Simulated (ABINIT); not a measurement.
Runs of ABINIT 10.8.3 (patched build) on Ta. It takes space group P6_3/mmc (No. 194, hexagonal). The conventional cell has a = 2.900 Å, b = 2.900 Å, c = 5.166 Å, α = 90.00°, β = 90.00°, γ = 120.00°. Ta (site symmetry -6m2) has 12 Ta at 2.90 to 3.08 Å as nearest neighbours. This isn't the form of Ta at room conditions, which is bcc.

```csv
task,level,potentials or basis,cell,cell freedom (optcell),cutoff smearing ecutsm (Ha),optimiser (ionmov),force stop (Ha/bohr),gap on the mesh (eV),pressure (GPa),relaxed volume (Å³/atom)
single point,PBE,JTH PAW PBE v2.0,as given,-,-,-,-,none,-1.2,-
single point,PBE,JTH PAW PBE v2.0,"atoms moved at random, drawn with an rms of 0.05 Å",-,-,-,-,none,-0.6,-
relaxation of cell and atoms,PBEsol,JTH PAW PBE v2.0,relaxed,2,0.5,22,0.0001,none,0.0,(a)
relaxation of cell and atoms,LDA,JTH PAW LDA v2.0,relaxed,2,0.5,22,0.0001,none,0.0,17.67
```

Alike in all rows: no spin polarisation; k mesh 11 × 11 × 5; cutoff (eV) 517; smearing fermi-dirac 0.05 eV.

Fill in the values left out.

(a) 18.13.

Caveats: the PAW data sets were made with another functional, which shifts forces and pressure a little (some runs).

A k mesh can miss the band edges, and the runs leave out spin-orbit coupling on Ta.

A gap of «none» marks a metal or a gap under the smearing width.
